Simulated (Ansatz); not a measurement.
Here is an Ansatz 0.2.0 calculation.

Contents of input.yaml:

```yaml
crystal:
  lattice:
    - [-1.582345, 1.582345, 1.582345]
    - [1.582345, -1.582345, 1.582345]
    - [1.582345, 1.582345, -1.582345]
  atoms:
    - { symbol: W, position: [0.0, 0.0, 0.0] }
hamiltonian:
  xc: revpbe
  pseudopotentials: { kind: paw }
  dispersion: d3bj
kpoints:
  mp_grid: { grid: [12, 12, 12] }
scf:
  occupations: { method: fermi_dirac, width: 0.05 }
output:
  forces: true
  stress: true
relax:
  f_tol: 0.01
  max_steps: 40
  cell: { stress_tol: 0.05 }
```

Potentials or basis: Ansatz PAW.

The run is started by

```bash
$ ansatz run input.yaml --threads 2 --pin off --max-ram 5632MiB --backend cpu --events-out ev --progress --plain --runs-dir out
```

(1) Predict the space group after relaxing (to 0.05 Å).

(2) Estimate the relaxed cell.

## Answers

(1) Im-3m (No. 229).

(2) a = 2.728 Å, b = 2.728 Å, c = 2.728 Å, α = 109.47°, β = 109.47°, γ = 109.47°.
